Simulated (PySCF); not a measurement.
## C3H9N: calculation and literature

Mapped SMILES: `[CH3:1][CH2:2][CH2:3][NH2:4]`. Hydrogens are named by the atom that carries them.

- σ from GIAO-PBE0/pcSseg-1
- coordinates at the GFN2-xTB level
- code: PySCF 2.14.0 with density-fitted response routines
- no solvent, no relativistic terms, one averaged value for each set of equivalent atoms, one computed conformer

Reference values: measured (solution, not stated per compound (mostly CDCl3 or CCl4); Pretsch, Buehlmann, Badertscher, Structure Determination of Organic Compounds, 4th ed. (2009)).
| atoms | quantity | reference | computed | computed, scaled |
| --- | --- | --- | --- | --- |
| C3 | δ ¹³C | 44.6 | 51.0 | 47.6 |
| C2 | δ ¹³C | 27.4 | 30.6 | 27.6 |
| C1 | δ ¹³C | 11.5 | 14.0 | 11.5 |
| H(C3) | δ ¹H | 2.65 | 2.87 | 2.79 |
| H(C2) | δ ¹H | 1.46 | 1.49 | 1.50 |
| H(C1) | δ ¹H | 0.91 | 0.99 | 1.02 |

Computed shifts are σ(ref) − σ with the named reference compound (TMS for H and C) calculated as an isolated molecule at the same level. The measured values may be among those fitted. Expected solution values come from regression of measured δ (H and C: mostly CDCl3, vs TMS) on computed σ: ¹³C: δ = 179.97 − 0.974σ (rms 2.1 ppm, 958 shifts, 2.3 ppm with the 13 outliers that the fit left out); ¹H: δ = 30.01 − 0.943σ (rms 0.17 ppm, 504 shifts, 0.18 ppm with the 4 outliers that the fit left out). Occasional misses reach two or three times the rms, and more in compound classes unlike the fitted ones. Hydrogens on heteroatoms aren't scaled, only referred to computed TMS.

(1) How far are the unscaled ¹³C shifts from the references?

(2) How far are the unscaled ¹H shifts from the references?

Results:

(1) Mean signed difference +4.03 ppm, mean absolute 4.03 ppm over 3 comparisons; the largest is +6.4 ppm at C3 (sp3 CH2 bonded to N).

(2) Mean signed difference +0.11 ppm, mean absolute 0.11 ppm over 3 comparisons; the largest is +0.22 ppm at H(C3) (hydrogen on an sp3 CH2 bonded to N).
